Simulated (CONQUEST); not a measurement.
Wanted: the native input for a CONQUEST 1.3 run.

| Property | Result |
| --- | --- |
| Task | single point |
| Functional | BP86 |
| Potentials or basis | PseudoDojo NC PBEsol, SZP, grid cutoff 80 Ha |
| k mesh | 8 × 5 × 4 |
| Occupations | methfessel-paxton of order 2, width 0.05 eV |
| Spin | no spin polarisation |
| Solver | diagonalisation |
| SCF tolerance | 1e-06 |

The system is Cd.

```
Cd
1.0
     2.97887    0.00000    0.00000
     0.00000    5.15955    0.00000
     0.00000    0.00000    5.61765
Cd
4
Cartesian
  0.0000 1.7199 1.4044
  1.4894 4.2996 1.4044
  0.0000 3.4397 4.2132
  1.4894 0.8599 4.2132
```

The input as run:

Conquest_input

```
IO.Title Cd
IO.Coordinates coords.dat
IO.FractionalAtomicCoords T
IO.Iprint 2
IO.Iprint_init 1
General.NumberOfSpecies 1
General.PseudopotentialType hamann
General.FunctionalType -106132
General.DifferentFunctional T
AtomMove.TypeOfRun static
AtomMove.FullStress T
Grid.GridCutoff 80
DM.SolutionMethod diagon
Diag.MPMesh T
Diag.GammaCentred T
Diag.MPMeshX 8
Diag.MPMeshY 5
Diag.MPMeshZ 4
Diag.kT 0.00183747
minE.SCTolerance 1e-6
Diag.SmearingType 1
Diag.MPOrder 2
SC.MaxIters 100
IO.AtomChargeOutput T
%block ChemicalSpeciesLabel
1 112.410 Cd
%endblock
```

coords.dat

```
    5.6292484609     0.0000000000     0.0000000000
    0.0000000000     9.7501443424     0.0000000000
    0.0000000000     0.0000000000    10.6158199640
4
  0.0000000000   0.3333333330   0.2500000000 1 T T T
  0.5000000000   0.8333333330   0.2500000000 1 T T T
  0.0000000000   0.6666666670   0.7500000000 1 T T T
  0.5000000000   0.1666666670   0.7500000000 1 T T T
```

Potentials or basis: PseudoDojo NC PBEsol, SZP, grid cutoff 80 Ha.

Run with:

```console
$ Conquest
```

Results of the run:

```yaml
Pressure: 6.2 GPa
Largest_force: 0.134 eV/Å
Band_gap_on_the_k_mesh: none (metal or under the smearing width)
```

Caveat: the potentials were made for another functional, which shifts forces and pressure; the atomic basis is small; the box holds several primitive cells, so bands are folded and the points are those of the box's own zone; the basis of atomic orbitals isn't converged, which shifts pressures, moduli and gaps.

It took 22 s on 1 thread of Intel(R) Xeon(R) Platinum 8259CL CPU @ 2.50GHz (Skylake/Cascade Lake), with other jobs on the host, peak memory 0.28 GiB.
